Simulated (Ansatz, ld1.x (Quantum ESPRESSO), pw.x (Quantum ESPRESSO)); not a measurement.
From atom to crystal: TM potential for Zr (Z = 40)

ld1.x (Quantum ESPRESSO) 7.5 input, shortened:

```
&input
   title='Zr', zed=40., rel=1, dft='PW', iswitch=3,
   config='[Kr] 4d2 5s0 5p0'
 /
 &inputp
   pseudotype=2, tm=.true., lloc=0,
   nlcc=.true., new_core_ps=.true., rcore=1.30
 /
3
5P  2  1   0.00   0.00  3.10  3.10  0.0
4D  3  2   2.00   0.00  2.85  2.85  0.0
5S  1  0   0.00   0.00  2.85  2.85  0.0
 &test
   configts(1)='4d2 5s0 5p0'
 /
```

Crystal test: bcc Zr in pw.x 7.5, no spin, 13³ k-points, Fermi–Dirac smearing 0.01 Ry, cutoffs 50/200 Ry. The lattice is a test structure that the element need not adopt, and mesh and smearing are coarse.

pw.x input:

```
&control
  calculation='scf', prefix='x', pseudo_dir='./', outdir='./tmp', tstress=.true., disk_io='none'
/
&system
  ibrav=0, nat=1, ntyp=1, ecutwfc=50, ecutrho=200, nbnd=9,
  occupations='smearing', smearing='fd', degauss=0.01
/
&electrons
  conv_thr=1e-09, mixing_beta=0.4, electron_maxstep=70
/
ATOMIC_SPECIES
Zr 1.0 Zr.UPF
CELL_PARAMETERS angstrom
  -1.74750665 1.74750665 1.74750665
  1.74750665 -1.74750665 1.74750665
  1.74750665 1.74750665 -1.74750665
ATOMIC_POSITIONS crystal
Zr 0.0000 0.0000 0.0000
K_POINTS automatic
13 13 13 0 0 0
```

```bash
pw.x < Zr.scf.in > Zr.scf.out
```

Question: How does the run end?

Answer: It converges; the pressure is 6.97 GPa against -0.43 GPa from all-electron LAPW. The largest radius (3.10 bohr) exceeds half the bond length (2.86 bohr), so the spheres overlap, which is one possible source of error among others. This is a poor potential for the solid. Atomic configuration tests: 1 of 9 tests not solved or not reliable. The log shows:

```
     scf convergence threshold =      1.0E-09
     Exchange-correlation= PW
     number of k points=    84  Fermi-Dirac smearing, width (Ry)=  0.0100
     iteration #  1     ecut=    50.00 Ry     beta= 0.40
     total energy              =     -21.58211899 Ry
     estimated scf accuracy    <       0.62956285 Ry
     iteration #  2     ecut=    50.00 Ry     beta= 0.40
     total energy              =     -21.51199184 Ry
     estimated scf accuracy    <       0.13661847 Ry
     iteration #  3     ecut=    50.00 Ry     beta= 0.40
     total energy              =     -21.53687299 Ry
     estimated scf accuracy    <       0.00138785 Ry
     iteration #  4     ecut=    50.00 Ry     beta= 0.40
     total energy              =     -21.53563266 Ry
     estimated scf accuracy    <       0.00443984 Ry
     [... 2 iterations left out ...]
     iteration #  7     ecut=    50.00 Ry     beta= 0.40
     total energy              =     -21.53626250 Ry
     estimated scf accuracy    <       0.00000002 Ry
     iteration #  8     ecut=    50.00 Ry     beta= 0.40
     total energy              =     -21.53626250 Ry
     estimated scf accuracy    <          7.4E-09 Ry
     iteration #  9     ecut=    50.00 Ry     beta= 0.40
     total energy              =     -21.53626250 Ry
     estimated scf accuracy    <          1.0E-09 Ry
     iteration # 10     ecut=    50.00 Ry     beta= 0.40
     the Fermi energy is     8.7145 ev
!    total energy              =     -21.53626250 Ry
     estimated scf accuracy    <          1.1E-12 Ry
     smearing contrib. (-TS)   =      -0.00771501 Ry
     The total energy is F=E-TS. E is the sum of the following terms:
     one-electron contribution =       5.76745502 Ry
     hartree contribution      =       0.02454141 Ry
     xc contribution           =     -18.50432832 Ry
     ewald contribution        =      -8.81621560 Ry
     convergence has been achieved in  10 iterations
          total   stress  (Ry/bohr**3)                   (kbar)     P=       69.75
     Message from routine punch:
     Nothing written, as per user request (disk_io='none')
```
